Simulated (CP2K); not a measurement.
Runs of CP2K 2026.2 on Cu. The structure is orthorhombic, space group Cmcm (No. 63). Conventional cell: a = 2.437 Å, b = 7.953 Å, c = 2.475 Å, α = 90.00°, β = 90.00°, γ = 90.00°. Cu (site symmetry m2m) has 10 Cu at 2.44 to 2.54 Å as nearest neighbours. This isn't the form of Cu at room conditions, which is fcc.

| potentials or basis | potentials | gap on the mesh (eV) | pressure (GPa) | largest force (eV/Å) |
| --- | --- | --- | --- | --- |
| GTH_POTENTIALS Cu GTH-PADE-q11; DZVP-MOLOPT-SR-GTH basis | Cu GTH-PADE-q11 of GTH_POTENTIALS | none | 7.6 | 0.04 |
| POTENTIAL_UZH Cu GTH-PBE0-q11; DZVP-MOLOPT-SR-GTH basis | Cu GTH-PBE0-q11 of POTENTIAL_UZH | none | 12.5 | 0.07 |
| GTH_POTENTIALS Cu GTH-BLYP-q11; DZVP-MOLOPT-SR-GTH basis | Cu GTH-BLYP-q11 of GTH_POTENTIALS | none | 6.2 | (b) |
| GTH_POTENTIALS Cu GTH-PBE-q11; DZVP-MOLOPT-SR-GTH basis | Cu GTH-PBE-q11 of GTH_POTENTIALS | none | 9.3 | (a) |
| POTENTIAL_UZH Cu GTH-SCAN-q11; DZVP-MOLOPT-SR-GTH basis | Cu GTH-SCAN-q11 of POTENTIAL_UZH | none | 11.0 | 0.06 |

Alike in all rows: task atomic charges; level PBE; no spin polarisation; cell as given; k mesh 11 × 11 × 11; smearing fermi-dirac 0.05 eV.

Q: Fill in the values left out.

A: (a) 0.05; (b) 0.03.

Caveats: the basis of atomic orbitals isn't converged, which shifts pressures, moduli and gaps; the potentials were made for another functional, which shifts forces and pressure (some runs).

A gap of «none» marks a metal or a gap under the smearing width.
